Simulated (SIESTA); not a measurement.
Input of a SIESTA 5.4.2 run:

The input TePb.fdf:

```
SystemName                      TePb
SystemLabel                     TePb
NumberOfSpecies                 2
NumberOfAtoms                   2
%block ChemicalSpeciesLabel
  1  82 Pb
  2  52 Te
%endblock ChemicalSpeciesLabel

UseStructFile                   true

%block kgrid.MonkhorstPack
    7   0   0  0.0
    0   7   0  0.0
    0   0   7  0.0
%endblock kgrid.MonkhorstPack
XC.Functional                   GGA
XC.Authors                      PBE
PAO.BasisSize                   DZP
PAO.EnergyShift                 0.003 Ry
Mesh.Cutoff                     500 Ry
OccupationFunction              FD
ElectronicTemperature           0.05 eV
MaxSCFIterations                120
SCF.MustConverge                false
SCF.Mixer.Method                Pulay
SCF.Mixer.Weight                0.25
SCF.Mixer.History               8
SCF.DM.Tolerance                5.0e-05
SCF.H.Tolerance                 1.0e-03 eV
WriteForces                     true
Charge.Mulliken                 end
%block PAO.Basis
  Pb 4
  n=6 0 2
    6.167 0.000
  n=6 1 2
    8.915 0.000
  n=5 2 2
    4.155 0.000
  n=6 2 1
    8.915
  Te 4
  n=5 0 2
    5.635 0.000
  n=5 1 2
    7.297 0.000
  n=4 2 2
    3.260 0.000
  n=5 2 1
    7.297
%endblock PAO.Basis
```

TePb.STRUCT_IN

```
   0.0000000000     3.2310000000     3.1663800000
   3.2310000000     0.0000000000     3.1663800000
   3.2310000000     3.2310000000     0.0000000000
2
1  82    0.0000000000     0.0000000000     0.0000000000
2  52    0.5000000000     0.5000000000     0.5000000000
```

Potentials or basis: PseudoDojo 0.4 standard (PBE files), DZP (energy shift 0.003 Ry; two zetas on semicore shells).

Run with:

```sh
$ siesta < TePb.fdf > TePb.out 2>&1
```

**Question.** Predict the pressure.

**Answer.** 3.7 GPa.

**Question.** What does it give for the band gap on the k mesh?

**Answer.** 1.00 eV, direct.

Stress tensor (GPa, compression positive):
```
2.69 0.02 0.02
0.02 2.69 0.02
0.02 0.02 5.73
```

Caveat: spin-orbit coupling is left out, which as a rule narrows the gap of such compounds by several tenths of an eV; an odd mesh through Γ misses points on the zone boundary, where band edges often lie; the basis of atomic orbitals isn't converged, which shifts pressures, moduli and gaps.
